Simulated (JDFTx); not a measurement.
A run of JDFTx 1.7.0 (patched build) is set up as follows.

Contents of Re.in:

```
include Re.lattice
coords-type Lattice
include Re.ionpos

ion-species pseudo/Re.upf
elec-cutoff 36 288
elec-ex-corr gga-PBE
kpoint-folding 11 11 6
elec-smearing Fermi 0.0018374661
elec-n-bands 22
electronic-SCF nIterations 100 energyDiffThreshold 1e-09
electronic-minimize nIterations 30 energyDiffThreshold 1e-7
converge-empty-states yes
forces-output-coords Cartesian

dump-name run.$VAR
dump End Ecomponents EigStats BandEigs Kpoints Forces Stress
```

File Re.lattice:

```
lattice \
    5.2171558849    -2.6085779424     0.0000000000 \
    0.0000000000     4.5181895319     0.0000000000 \
    0.0000000000     0.0000000000     8.4247770088
```

Re.ionpos

```
ion Re     0.6666666667     0.3333333333     0.7500000000 1
ion Re     0.3333333333     0.6666666667     0.2500000000 1
```

Potentials or basis: PseudoDojo-SR-PBE-0.5-standard with smoothed tails.

The run is started by

```console
$ jdftx -c 1 -i Re.in -o Re.out
```

Task: Estimate the pressure.

Result: 5.8 GPa.

Task: Estimate the band gap on the k mesh.

Result: None (metal or under the smearing width).

Stress tensor (GPa, compression positive):
```
5.67 0.00 0.00
0.00 5.67 0.00
0.00 0.00 6.10
```

Spin-orbit coupling is left out, which matters for the levels of Re.
